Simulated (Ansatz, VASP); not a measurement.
## Two plane-wave programs on PbSe (Clausthalite)

```xyz
2
Lattice="0.0000 2.9982 2.9982 2.9982 0.0000 2.9982 2.9982 2.9982 0.0000" Properties=species:S:1:pos:R:3 pbc="T T T"
Pb    0.0000    0.0000    0.0000
Se    2.9982    2.9982    2.9982
```

Alike in both runs: task single point; functional RPBE; k mesh 8 × 8 × 8; occupations fermi-dirac, width 0.05 eV; no spin polarisation.

|  | VASP | Ansatz |
| --- | --- | --- |
| version | VASP 6.6.1 | Ansatz 0.2.0 |
| potentials or method | VASP PAW PBE potentials, release 64 (Pb_d, Se) | Ansatz PAW |
| plane-wave cutoff (eV) | 520 | 420 |
| valence electrons in the cell | 20 | 30 |

```tsv
	VASP	Ansatz	Ansatz less VASP
gap on the k mesh at the Fermi level (eV)	0.14	0.14	-0.006
least direct gap on the mesh (eV)	0.14	0.14	-0.006
pressure (GPa)	8.3	8.4	+0.02
```

With one functional, cell and mesh, what is left measures potentials, basis and numerics. The two sets of potentials don't hold the same shells in valence.

Caveats: spin-orbit coupling is left out, which as a rule narrows the gap of such compounds by several tenths of an eV; the PAW data sets were made with another functional, which shifts forces and pressure a little (VASP); the PAW data sets come from PBE, with cores solved anew for the run's functional, which leaves a small shift of forces and pressure (Ansatz).
